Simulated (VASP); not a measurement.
# Sc: intraband terms of a metal's spectrum

Sc, C2/m (no. 12), 3 atoms in the cell. PBE, independent-particle dielectric function; PAW potentials Sc_sv (PBE set).

## Input

INCAR.step1:
```
SYSTEM = Sc
  PREC = Accurate
  ENCUT = 260
  ISMEAR = 1
  SIGMA = 0.1
  EDIFF = 1E-7
  LASPH = .True.
  KPAR = 4
  LWAVE = .False.
  LCHARG = .True.
  LMAXMIX = 4
```

INCAR.step2:
```
SYSTEM = Sc
  PREC = Accurate
  ENCUT = 260
  ISMEAR = 0
  SIGMA = 0.3
  EDIFF = 1E-6
  LASPH = .True.
  KPAR = 4
  LWAVE = .True.
  LCHARG = .False.
  LMAXMIX = 4
  ICHARG = 11
  NBANDS = 38
  NEDOS = 3000
  OMEGAMAX = 30
  CSHIFT = 0.1
```

INCAR.step3, as INCAR.step2 but for:
```
- LWAVE = .True.
+ LWAVE = .False.
+ LOPTICS = .True.
+ ALGO = None
+ NELM = 1
+ ISTART = 1
```

INCAR.step4, as INCAR.step3 but for:
```
+ WPLASMAI = 0.03
```

INCAR.step5 to INCAR.step6 change the same tag again: WPLASMAI = 0.1, 0.3.

INCAR.step7, as INCAR.step6 but for:
```
- WPLASMAI = 0.3
+ RTIME = 40
```

INCAR.step8, as INCAR.step7 but for:
```
- RTIME = 40
+ RTIME = 5
```

INCAR.step9, as INCAR.step8 but for:
```
- RTIME = 5
+ LNABLA = .True.
```

INCAR.step10, as INCAR.step9 but for:
```
- ISMEAR = 0
- LNABLA = .True.
+ ISMEAR = -5
```

KPOINTS.step1:
```
k-points
0
Gamma
  6 6 8
```

KPOINTS.step2:
```
k-points
0
Gamma
  5 5 7
```

POSCAR:
```
Sc
1.0
    4.4040490344     -2.5002670000      0.0000000000
    4.4040490344      2.5002670000      0.0000000000
   -0.0034756338      0.0000000000      3.2007192820
Sc
3
Direct
    0.6667660000      0.6667660000      0.0048920000
    0.0000000000      0.0000000000      0.5000000000
    0.3332340000      0.3332340000      0.9951080000
```

Commands (each step's output is kept before the next begins):
```
cat potpaw_PBE.64/Sc_sv/POTCAR > POTCAR
cp INCAR.step1 INCAR
cp KPOINTS.step1 KPOINTS
mpirun -np 4 vasp_std > vasp.out
cp INCAR.step2 INCAR
cp KPOINTS.step2 KPOINTS
mpirun -np 4 vasp_std > vasp.out
cp INCAR.step3 INCAR
mpirun -np 4 vasp_std > vasp.out
cp INCAR.step4 INCAR
mpirun -np 4 vasp_std > vasp.out
cp INCAR.step5 INCAR
mpirun -np 4 vasp_std > vasp.out
cp INCAR.step6 INCAR
mpirun -np 4 vasp_std > vasp.out
cp INCAR.step7 INCAR
mpirun -np 4 vasp_std > vasp.out
cp INCAR.step8 INCAR
mpirun -np 4 vasp_std > vasp.out
cp INCAR.step9 INCAR
mpirun -np 4 vasp_std > vasp.out
cp INCAR.step10 INCAR
mpirun -np 4 vasp_std > vasp.out
```

## Result

- Bands: 38

One ground state, settings moved in the last step alone:

| Settings | Plasma frequency (eV) | Im ε at 0.5 eV | Im ε at 1 eV | Im ε at 2 eV | Im ε at 4 eV | Time (s) |
|---|---|---|---|---|---|---|
| interband part alone | 3.21 | 22.1 | 22.6 | 21.8 | 6.7 | 8 |
| Drude term, WPLASMAI 0.03 | 3.21 | 24.6 | 22.9 | 21.8 | 6.7 | 8 |
| Drude term, WPLASMAI 0.1 | 3.21 | 30.1 | 23.6 | 21.9 | 6.7 | 7 |
| Drude term, WPLASMAI 0.3 | 3.21 | 40.4 | 25.5 | 22.2 | 6.8 | 7 |
| relaxation time RTIME 40 fs | 3.21 | 23.5 | 22.8 | 21.8 | 6.7 | 7 |
| relaxation time RTIME 5 fs | 3.21 | 32.3 | 24.0 | 22.0 | 6.7 | 7 |
| transversal form (LNABLA) | 3.00 | 20.2 | 20.4 | 19.7 | 6.3 | 7 |
| tetrahedron method | – | – | – | – | – | no result |

VASP 6.6.1 took 84 s on 4 cores (Intel Xeon Platinum 8259CL @ 2.50GHz (Skylake/Cascade Lake)), a shared host.
